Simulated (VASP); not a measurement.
BaF2 (Frankdicksonite), 3 atoms in the cell. Symmetry: Fm-3m, No. 225, cubic system. Conventional cell: a = 6.200 Å, b = 6.200 Å, c = 6.200 Å, α = 90.00°, β = 90.00°, γ = 90.00°. Ba (site symmetry m-3m) has 8 F at 2.68 Å as nearest neighbours. F (site symmetry -43m) is surrounded by 4 Ba at 2.68 Å. 

```yaml
Program: VASP 6.6.1
Task: relaxation of cell and atoms
Functional: LDA
Potentials_or_basis: VASP PAW LDA potentials, release 64 (Ba_sv, F)
Cutoff: 600 eV
k_mesh: 8 × 8 × 8
Occupations: gaussian, width 0.03 eV
Spin: no spin polarisation
Further_INCAR_settings: ALGO = Normal; EDIFF = 1e-06; IBRION = 2; EDIFFG = -0.01; NSW = 90; ISIF = 3
```

Potentials or basis: VASP PAW LDA potentials, release 64 (Ba_sv, F).

Launch:

```sh
$ cat potpaw_LDA.64/Ba_sv/POTCAR potpaw_LDA.64/F/POTCAR > POTCAR
$ mpirun -np 2 vasp_std > vasp.out
```

Hardware: 2 MPI ranks on Intel(R) Xeon(R) Platinum 8488C (Sapphire Rapids) (shared host).

Q: How long does it take, and how much memory?

A: Wall time 31 s on 2 MPI ranks on Intel(R) Xeon(R) Platinum 8488C (Sapphire Rapids), on a shared host, peak memory 0.19 GiB a rank. Counts: scf iterations 30, k points 29, ion steps 3.
